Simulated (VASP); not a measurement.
Na, 1 atom in the cell. Symmetry: Im-3m, No. 229, cubic system. Conventional cell: a = 4.165 Å, b = 4.165 Å, c = 4.165 Å, α = 90.00°, β = 90.00°, γ = 90.00°. Around Na (site symmetry m-3m) lie 8 Na at 3.61 Å.  The cell isn't the ideal one: volume scaled by 0.92.

| Property | Result |
| --- | --- |
| Program | VASP 6.6.1 |
| Task | relaxation of the atoms |
| Functional | HSE03 |
| Potentials or basis | VASP PAW PBE potentials, release 64 (Na_pv) |
| Cutoff | 520 eV |
| k mesh | 5 × 5 × 5 |
| Occupations | methfessel-paxton, width 0.1 eV |
| Spin | no spin polarisation |
| Grid for exact exchange (PRECFOCK) | Normal |
| Further INCAR settings | ALGO = Normal; EDIFF = 1e-07; IBRION = 2; EDIFFG = -0.02; NSW = 40 |

Potentials or basis: VASP PAW PBE potentials, release 64 (Na_pv).

Run with:

```sh
$ cat potpaw_PBE.64/Na_pv/POTCAR > POTCAR
$ cp INCAR.step1 INCAR
$ mpirun -np 1 vasp_std > vasp.out
$ cp INCAR.step2 INCAR
$ mpirun -np 1 vasp_std > vasp.out
```

Hardware: 1 thread of Intel(R) Xeon(R) Platinum 8488C (Sapphire Rapids), on a shared host.

How long does it take, and how much memory?

Run time: 63 s on 1 thread of Intel(R) Xeon(R) Platinum 8488C (Sapphire Rapids) (shared host), peak memory 0.25 GiB. Counts: scf iterations 9, k points 10, ion steps 1.
